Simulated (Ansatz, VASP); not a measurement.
## Tc in VASP and in Ansatz

The input INCAR:

```
SYSTEM = Tc
PREC     = Accurate       ! precision mode
ENCUT    = 520            ! plane-wave cutoff, eV
EDIFF    = 1E-7           ! SCF threshold, eV
ISMEAR   = -1             ! smearing method
SIGMA    = 0.05           ! smearing width, eV
LREAL    = .False.        ! projectors in reciprocal space
LASPH    = .True.         ! aspherical terms in the spheres
NELM     = 80             ! most SCF steps
ALGO     = Normal         ! electronic algorithm
ISIF     = 2              ! what is computed and relaxed
LWAVE    = .False.        ! write WAVECAR
LCHARG   = .False.        ! write CHGCAR
GGA      = PE             ! functional
NBANDS   = 20             ! bands
```

File KPOINTS:

```
regular mesh
0
Gamma
  11 11 6
  0 0 0
```

Contents of POSCAR:

```
Tc
1.0
    2.7029684335      0.0000000000      0.0000000000
   -1.3514842167      2.3408393290      0.0000000000
    0.0000000000      0.0000000000      4.3385602812
Tc
2
Direct
    0.6666666667      0.3333333333      0.7500000000
    0.3333333333      0.6666666667      0.2500000000
```

The input input.yaml:

```yaml
crystal:
  lattice:
    - [2.7029684335, 0.0, 0.0]
    - [-1.3514842167, 2.340839329, 0.0]
    - [0.0, 0.0, 4.3385602812]
  atoms:
    - { symbol: Tc, position: [0.6666666667, 0.3333333333, 0.75] }
    - { symbol: Tc, position: [0.3333333333, 0.6666666667, 0.25] }
hamiltonian:
  xc: pbe
  pseudopotentials: { kind: paw }
kpoints:
  mp_grid: { grid: [11, 11, 6] }
scf:
  occupations: { method: fermi_dirac, width: 0.05 }
output:
  forces: true
  stress: true
  eigenvalues: true
  write_density: true
  write_potential: true
  elf: true
  volumetric_format: npy
```

Change from the starting cell: volume scaled by 0.96.

Alike in both runs: task single point; functional PBE; k mesh 11 × 11 × 6; occupations fermi-dirac, width 0.05 eV; no spin polarisation.

|  | VASP | Ansatz |
| --- | --- | --- |
| version | VASP 6.6.1 | Ansatz 0.2.0 |
| potentials or method | VASP PAW PBE potentials, release 64 (Tc_pv) | Ansatz PAW earlier set |
| plane-wave cutoff (eV) | 520 | 500 |
| valence electrons in the cell | 26 | 30 |

|  | VASP | Ansatz | Ansatz less VASP |
| --- | --- | --- | --- |
| gap on the k mesh at the Fermi level (eV) | none | none | - |
| pressure (GPa) | 16.1 | 16.9 | +0.73 |

A gap of «none» marks a metal or a gap that the smearing closes. The two sets of potentials don't hold the same shells in valence.
